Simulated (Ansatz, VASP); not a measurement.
# Mo: VASP beside Ansatz

```
CELL_PARAMETERS angstrom
-1.58381 1.58381 1.58381
1.58381 -1.58381 1.58381
1.58381 1.58381 -1.58381
ATOMIC_POSITIONS crystal
Mo 0.00000 0.00000 0.00000
```

Alike in both runs: task relaxation of cell and atoms; functional LDA; k mesh 12 × 12 × 12; occupations fermi-dirac, width 0.05 eV; no spin polarisation.

|  | VASP | Ansatz |
| --- | --- | --- |
| version | VASP 6.6.1 | Ansatz 0.2.0 |
| potentials or method | VASP PAW LDA potentials, release 64 (Mo_sv), cutoff 600 eV | all-electron LAPW, scalar-relativistic |

```tsv
	VASP	Ansatz	Ansatz less VASP
relaxed volume (Å³/atom)	15.13	15.06	-0.066
relaxed cell length with the largest relative difference (Å)	2.699	2.695	-0.0039
energy change over the relaxation (meV/atom)	-33	-38	-5.1
```

Ansatz ran all-electron here, so the differences hold the error of VASP's frozen core and of both bases.
